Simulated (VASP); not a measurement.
Gd, 1 atom in the cell. The structure is cubic, space group Im-3m (No. 229). Conventional cell: a = 4.076 Å, b = 4.076 Å, c = 4.076 Å, α = 90.00°, β = 90.00°, γ = 90.00°. Around Gd (site symmetry m-3m) lie 8 Gd at 3.53 Å. The cell was built by a generator and needn't be a form met in nature.

```yaml
Program: VASP 6.6.1
Task: single point
Functional: PBE
Potentials_or_basis: VASP PAW PBE potentials, release 64 (Gd)
Cutoff: 520 eV
k_mesh: 8 × 8 × 8
Occupations: gaussian, width 0.05 eV
Spin: collinear spin, twin_end start
Starting_moments: "[8.32] μB"
Hubbard_terms: Gd f U = 6.0 eV
Dipole_correction: no
Further_INCAR_settings: ALGO = Normal; EDIFF = 1e-07; NBANDS = 19
```

Potentials or basis: VASP PAW PBE potentials, release 64 (Gd).

Launch:

```bash
$ cat potpaw_PBE.64/Gd/POTCAR > POTCAR
$ mpirun -np 1 vasp_std > vasp.out
```

Hardware: 1 thread of Intel(R) Xeon(R) 6975P-C (Granite Rapids), on a shared host.

Q: How long does it take, and how much memory?

A: Wall time 28 s on 1 thread of Intel(R) Xeon(R) 6975P-C (Granite Rapids) (shared host), peak memory 0.19 GiB. Counts: scf iterations 17, k points 29.
